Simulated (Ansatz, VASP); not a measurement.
B: VASP beside Ansatz

```
B
1.0
    -2.46797    2.46797    2.46797
     2.46797   -2.46797    2.46797
     2.46797    2.46797   -2.46797
B
6
Cartesian
  1.2340 0.0000 2.4680
  0.0000 2.4680 1.2340
  0.0000 1.2340 2.4680
  1.2340 2.4680 0.0000
  2.4680 0.0000 1.2340
  2.4680 1.2340 0.0000
```

Alike in both runs: functional PBE; k mesh 6 × 6 × 6; occupations gaussian, width 0.1 eV; no spin polarisation.

Ansatz relaxed the structure, and its values are those at the end. VASP's run is a single point on that final structure, the one shown.

|  | VASP | Ansatz |
| --- | --- | --- |
| version | VASP 6.6.1 | Ansatz 0.2.0 |
| potentials or method | VASP PAW PBE potentials, release 64 (B) | scalar-relativistic, plane waves, PAW |
| plane-wave cutoff (eV) | 520 | 420 |
| valence electrons in the cell | 18 | 18 |

|  | VASP | Ansatz | Ansatz less VASP |
| --- | --- | --- | --- |
| gap on the k mesh at the Fermi level (eV) | none | none | - |
| pressure (GPa) | 0.3 | 0.3 | +0.01 |

A gap of «none» marks a metal or a gap that the smearing closes. With one functional, cell and mesh, what is left measures potentials, basis and numerics.
